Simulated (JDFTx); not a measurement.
## Ge under changes of volume

One of the cells (22.639 Å³/atom); the others are scaled copies at fixed shape and fractional positions:

```xyz
2
Lattice="0.0000 2.8289 2.8289 2.8289 0.0000 2.8289 2.8289 2.8289 0.0000" Properties=species:S:1:pos:R:3 pbc="T T T"
Ge    4.2434    4.2434    4.2434
Ge    2.8289    2.8289    2.8289
```

```yaml
Program: JDFTx 1.7.0 (patched build)
Functional: PBE
Potentials_or_basis: PseudoDojo-SR-PBE-0.5-standard
Cutoff: 1061 eV
Density_cutoff: 4245 eV
k_mesh: 8 × 8 × 8
Occupations: fermi-dirac, width 0.05 eV
Spin: no spin polarisation
```

| volume (Å³/atom) | energy over the lowest point (meV/atom) | pressure (GPa) |
| --- | --- | --- |
| 21.281 | ? | ? |
| 21.733 | 44.75 | 7.1 |
| 22.186 | 27.24 | 5.3 |
| 22.639 | 14.51 | 3.7 |
| 23.092 | 5.96 | 2.3 |
| 23.545 | 1.24 | 1.0 |
| 23.997 | 0.00 | -0.1 |

**Question.** What does the run at 21.281 Å³/atom give?

**Answer.** Energy over the lowest point 67.70 meV/atom; pressure 9.1 GPa.

Worked out: A Birch-Murnaghan fit of order 3 (a polynomial in V^(-2/3)) to the other rows has its minimum at 23.95 Å³/atom with B0 = V·E''(V) = 59 GPa and B' = 4.4. It gives 67.40 meV/atom at 21.281 Å³/atom, against the run's 67.70, and -dE/dV = 9.0 GPa, against 9.1.

Energies are extrapolated to zero smearing.
